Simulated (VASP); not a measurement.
# Re (P6_3/mmc) in VASP: single point with PBEsol

Aim: the single point of Re with PBEsol.

All numbers are computed with VASP 6.6.1; they aren't measurements. Logs are shortened: lines on timing, memory, paths and dates and some standing lists are left out, and cuts for length are marked.

## Step 1: The structure

It takes space group P6_3/mmc (No. 194, hexagonal). Conventional cell: a = 2.751 Å, b = 2.751 Å, c = 4.443 Å, α = 90.00°, β = 90.00°, γ = 120.00°. Around Re (site symmetry -6m2) lie 12 Re at 2.73 to 2.75 Å.

## Step 2: Single point, PBEsol, non-collinear spin, zero start, spin-orbit coupling

Input file INCAR:

```
SYSTEM = Re
PREC = Accurate
ENCUT = 520
EDIFF = 1E-6
ISMEAR = 0
SIGMA = 0.1
LREAL = .FALSE.
LASPH = .TRUE.
NELM = 100
ALGO = Normal
ISIF = 2
LWAVE = .FALSE.
LCHARG = .FALSE.
MAGMOM = 0 0 0 0 0 0
LORBIT = 11
LSORBIT = .TRUE.
GGA_COMPAT = .FALSE.
LMAXMIX = 4
GGA = PS
```

Input file KPOINTS:

```
Automatic mesh
0
G
  18 18 10
  0 0 0
```

Input file POSCAR:

```
Re
1.0
    2.7508900000      0.0000000000      0.0000000000
   -1.3754500000      2.3823400000      0.0000000000
    0.0000000000      0.0000000000      4.4430100000
Re
2
Direct
    0.3333300000      0.6666700000      0.2500000000
    0.6666700000      0.3333300000      0.7500000000
```

Potentials or basis: VASP PAW PBE potentials, release 64 (Re).

On the command line:

```console
$ cat potpaw_PBE.64/Re/POTCAR > POTCAR
$ mpirun -np 1 vasp_ncl > vasp.out
```

OUTCAR:

```text
SYSTEM = Re
   PREC = Accurate
   ENCUT = 520
   EDIFF = 1E-6
   ISMEAR = 0
   LREAL = .FALSE.
   LASPH = .TRUE.
   NELM = 100
   ISIF = 2
   LORBIT = 11
   LSORBIT = .TRUE.
   GGA = PS

 ion  position               nearest neighbor table
   1  0.333  0.667  0.250-   2 2.73   2 2.73   2 2.73   2 2.73   2 2.73   2 2.73
   2  0.667  0.333  0.750-   1 2.73   1 2.73   1 2.73   1 2.73   1 2.73   1 2.73

  LATTYP: Found a hexagonal cell.
 ALAT       =     2.7508900000
 C/A-ratio  =     1.6151172893

  Lattice vectors:

 A1 = (   2.7508900000,   0.0000000000,   0.0000000000)
 A2 = (  -1.3754500000,   2.3823400000,   0.0000000000)
 A3 = (   0.0000000000,   0.0000000000,   4.4430100000)

Analysis of symmetry for initial positions (statically):
=====================================================================
 Subroutine PRICEL returns:
 Original cell was already a primitive cell.

 Routine SETGRP: Setting up the symmetry group for a
 hexagonal supercell.

 Subroutine GETGRP returns: Found  8 space group operations
 (whereof  4 operations were pure point group operations)
 out of a pool of 24 trial point group operations.

The static configuration has the point symmetry C_2h.
 The point group associated with its full space group is D_2h.

Analysis of symmetry for dynamics (positions and initial velocities):
=====================================================================
 Subroutine PRICEL returns:
 Original cell was already a primitive cell.

 Routine SETGRP: Setting up the symmetry group for a
 hexagonal supercell.

 Subroutine GETGRP returns: Found  8 space group operations
 (whereof  4 operations were pure point group operations)
 out of a pool of 24 trial point group operations.

The dynamic configuration has the point symmetry C_2h.
 The point group associated with its full space group is D_2h.

Analysis of structural, dynamic, and magnetic symmetry:
=====================================================================
 Subroutine PRICEL returns:
 Original cell was already a primitive cell.

 Routine SETGRP: Setting up the symmetry group for a
 hexagonal supercell.

 Subroutine GETGRP returns: Found  8 space group operations
 (whereof  4 operations were pure point group operations)
 out of a pool of 24 trial point group operations.

The overall configuration has the point symmetry C_2h.
 The point group associated with its full space group is D_2h.

 Subroutine INISYM returns: Found  8 space group operations
 (whereof  4 operations are pure point group operations),
 and found     1 'primitive' translations

----------------------------------------------------------------------------------------

                                     Primitive cell

  volume of cell :      29.1175

  direct lattice vectors                    reciprocal lattice vectors
     2.750890000  0.000000000  0.000000000     0.363518716  0.209878446  0.000000000
    -1.375450000  2.382340000  0.000000000     0.000000000  0.419755367  0.000000000
     0.000000000  0.000000000  4.443010000     0.000000000  0.000000000  0.225072642

  length of vectors
     2.750890000  2.750891960  4.443010000     0.419755666  0.419755367  0.225072642

  position of ions in fractional coordinates (direct lattice)
     0.333330000  0.666670000  0.250000000
     0.666670000  0.333330000  0.750000000

  ion indices of the primitive-cell ions
   primitive index   ion index
                 1           1
                 2           2

----------------------------------------------------------------------------------------
[... 86 lines left out ...]
   EFERMI_NEDOS =   21; number of points for ismear=-14 and -15
   IALGO  =     38    algorithm
   IMIX   =      4    mixing-type and parameters
     AMIX     =   0.40;   BMIX     =  1.00
     AMIX_MAG =   1.60;   BMIX_MAG =  1.00
  volume/ion in A,a.u.               =      14.56        98.25
  Fermi-wavevector in a.u.,A,eV,Ry     =   1.282526  2.423622 22.379846  1.644872
  Thomas-Fermi vector in A             =   2.414832
   LORBIT       =     11    0 simple, 1 ext, 2 COOP (PROOUT), +10 PAW based schemes
   GGA     = PS    functional components
   LHFCALC =     F    Hartree Fock is set to
   AEXX    =    0.0000 exact exchange contribution
   IVDW    =     0    specifies the selected vdW correction
   LEPSILON=     F    determine dielectric tensor
   LRPA    =     F    only Hartree local field effects (RPA)
 Gauss-broadening in eV      SIGMA  =   0.10
  energy-cutoff  :      520.00
  volume of cell :       29.12
 maximum number of plane-waves:      1596
   NGX = 11   NGY = 11   NGZ = 17

 number of electron      14.0000001 magnetization       0.0000000      0.0000000      0.0000000

 number of electron      14.0000001 magnetization       0.0000000     -0.0000000     -0.0000000

 number of electron      14.0000001 magnetization      -0.0000000      0.0000000      0.0000000

 number of electron      14.0000001 magnetization      -0.0000000     -0.0000000     -0.0000000

 Free energy of the ion-electron system (eV)
  ---------------------------------------------------
  ext. energy  EPLUGINS =         0.00000000
  ---------------------------------------------------
  free energy    TOTEN  =       -27.41307657 eV

  energy without entropy =      -27.40597277  energy(sigma->0) =      -27.40952467

 E-fermi :   7.8515     XC(G=0): -13.8763

 val. band max:        7.8480638072   @ k =  -0.1667   0.1667   0.0000
 cond. band min:       7.8517107427   @ k =  -0.4444   0.3333   0.4000
 fundamental gap:      0.0036469355
 Fermi energy:         7.8514587142

 k-point     1 :       0.0000    0.0000    0.0000
  band No.  band energies     occupation
      1      -2.1169      1.00000
      2      -2.1169      1.00000
      3       1.1243      1.00000
      4       1.1243      1.00000
      5       5.8776      1.00000
      6       5.8776      1.00000
[... 589 lines left out ...]
     21      11.6124      0.00000
     22      11.6124      0.00000

 [... further k-points ...]

------------------------ aborting loop because EDIFF is reached ----------------------------------------

  FORCE on cell =-STRESS in cart. coord.  units (eV):
  Direction    XX          YY          ZZ          XY          YZ          ZX
  --------------------------------------------------------------------------------------
  -------------------------------------------------------------------------------------
  Total        0.1377555      0.1379088      0.0036977      0.0001325      0.0000000      0.0000000
  in kB        7.5799314      7.5883650      0.2034664      0.0072912      0.0000000      0.0000000
  external PRESSURE =       5.1239209 kB  Pullay stress =       0.0000000 kB

 VOLUME and BASIS-vectors are now :
 -----------------------------------------------------------------------------
  energy-cutoff  :      520.00
  volume of cell :       29.12
      direct lattice vectors                 reciprocal lattice vectors
     2.750890000  0.000000000  0.000000000     0.363518716  0.209878446  0.000000000
    -1.375450000  2.382340000  0.000000000     0.000000000  0.419755367  0.000000000
     0.000000000  0.000000000  4.443010000     0.000000000  0.000000000  0.225072642

 POSITION                                       TOTAL-FORCE (eV/Angst)
 -----------------------------------------------------------------------------------
     -0.00002      1.58823      1.11075         0.000156     -0.000090     -0.000000
      1.37546      0.79411      3.33226        -0.000156      0.000090      0.000000
 -----------------------------------------------------------------------------------
    total drift:                                0.000000      0.000000      0.000000

  FREE ENERGIE OF THE ION-ELECTRON SYSTEM (eV)
  ---------------------------------------------------
  free  energy   TOTEN  =       -27.4130765707 eV

  energy  without entropy=      -27.4059727693  energy(sigma->0) =      -27.40952467

 Spin-Orbit-Coupling matrix elements

 Ion:    1  E_soc:     -0.6776008
 l=   1
     0.0000000    -0.0433794    -0.0429586
    -0.0433794     0.0000000    -0.0433794
    -0.0429586    -0.0433794     0.0000000
 l=   2
     0.0000000    -0.0134479     0.0000000    -0.0134479    -0.0560792
    -0.0134479     0.0000000    -0.0427732    -0.0136655    -0.0134480
     0.0000000    -0.0427732     0.0000000    -0.0427733     0.0000000
    -0.0134479    -0.0136655    -0.0427733     0.0000000    -0.0134479
    -0.0560792    -0.0134480     0.0000000    -0.0134479     0.0000000
 l=   3
     0.0000000     0.0000000     0.0000000     0.0000000     0.0000000     0.0000000     0.0000000
     0.0000000     0.0000000     0.0000000     0.0000000     0.0000000     0.0000000     0.0000000
     0.0000000     0.0000000     0.0000000     0.0000000     0.0000000     0.0000000     0.0000000
     0.0000000     0.0000000     0.0000000     0.0000000     0.0000000     0.0000000     0.0000000
     0.0000000     0.0000000     0.0000000     0.0000000     0.0000000     0.0000000     0.0000000
     0.0000000     0.0000000     0.0000000     0.0000000     0.0000000     0.0000000     0.0000000
     0.0000000     0.0000000     0.0000000     0.0000000     0.0000000     0.0000000     0.0000000

 Ion:    2  E_soc:     -0.6776008
 l=   1
     0.0000000    -0.0433794    -0.0429586
    -0.0433794     0.0000000    -0.0433794
    -0.0429586    -0.0433794     0.0000000
 l=   2
     0.0000000    -0.0134479     0.0000000    -0.0134479    -0.0560792
    -0.0134479     0.0000000    -0.0427732    -0.0136655    -0.0134480
     0.0000000    -0.0427732     0.0000000    -0.0427733     0.0000000
    -0.0134479    -0.0136655    -0.0427733     0.0000000    -0.0134479
    -0.0560792    -0.0134480     0.0000000    -0.0134479     0.0000000
 l=   3
     0.0000000     0.0000000     0.0000000     0.0000000     0.0000000     0.0000000     0.0000000
     0.0000000     0.0000000     0.0000000     0.0000000     0.0000000     0.0000000     0.0000000
     0.0000000     0.0000000     0.0000000     0.0000000     0.0000000     0.0000000     0.0000000
     0.0000000     0.0000000     0.0000000     0.0000000     0.0000000     0.0000000     0.0000000
     0.0000000     0.0000000     0.0000000     0.0000000     0.0000000     0.0000000     0.0000000
     0.0000000     0.0000000     0.0000000     0.0000000     0.0000000     0.0000000     0.0000000
     0.0000000     0.0000000     0.0000000     0.0000000     0.0000000     0.0000000     0.0000000

 total charge

# of ion       s       p       d       tot
------------------------------------------
    1        0.630   0.702   4.854   6.186
    2        0.630   0.702   4.854   6.186
--------------------------------------------------
tot          1.260   1.405   9.707  12.372

 magnetization (x)

# of ion       s       p       d       tot
------------------------------------------
    1        0.000   0.000   0.000   0.000
    2        0.000   0.000   0.000   0.000
--------------------------------------------------
tot          0.000   0.000   0.000   0.000

 magnetization (y)

# of ion       s       p       d       tot
------------------------------------------
    1        0.000   0.000   0.000   0.000
    2        0.000   0.000   0.000   0.000
--------------------------------------------------
tot          0.000   0.000   0.000   0.000

 magnetization (z)

# of ion       s       p       d       tot
------------------------------------------
    1        0.000   0.000   0.000   0.000
    2        0.000   0.000   0.000   0.000
--------------------------------------------------
tot          0.000   0.000   0.000   0.000
```

It took 14 min on 1 thread of Intel Xeon Platinum 8488C (Sapphire Rapids), shared host; peak memory 0.57 GiB.

Results:

| Property | Result |
| --- | --- |
| Free energy | -27.4131 eV |
| Pressure | 0.5 GPa |
| Net moment | 0.00 μB per cell |
| Valence electrons inside the program's atomic spheres | Re 6.19 |

Stress tensor (GPa, compression positive):
```
0.76 0.00 0.00
0.00 0.76 0.00
0.00 0.00 0.02
```

Moments on the atoms (μB; x, y, z):
```
Re  0.00 0.00 0.00
Re  0.00 0.00 0.00
```

Caveat: the PAW data sets were made with another functional, which shifts forces and pressure a little.
